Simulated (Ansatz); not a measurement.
AlSb (zinc blende, space group No. 216), the program Ansatz at the r²SCAN level (PAW). The conduction-band minimum lies on the Γ–X line, 88 % of the way from Γ, with 6 equivalent valleys. Second derivatives d²E/dk² of the lowest band at one valley (eV·Å²), along Cartesian directions:

```
direction  d²E/dk²
---------  -------
[100]        6.286
[010]        34.94
[001]        34.94
[110]        20.62
[101]        20.62
[011]        34.73
```

Find the principal effective masses, the density-of-states mass and the conductivity mass.

Off-diagonal terms follow from H_xy = H[110] − (H_xx + H_yy)/2, and m*/mₑ = 7.620 eV·Å² over each eigenvalue: 0.22, 0.22, 1.2. One valley's DOS mass (m₁m₂m₃)^(1/3) = 0.39, conductivity mass 3/(Σ 1/mᵢ) = 0.30 mₑ.

What effective density of states Nc follows at 300 K for parabolic valleys?

Nc = 2.509e19 × 6 × (0.39)^(3/2) ≈ 3.7e19 cm⁻³.

Space group F-43m (zinc blende). The r²SCAN relaxation kept the symmetry of its start; of distortions, only those at the zone centre were tested. Spin–orbit coupling is left out wherever it is not named.

Potentials: the later of the program's two PAW sets.

Edges and masses are those of Kohn–Sham bands, whose gap is no quasiparticle gap.
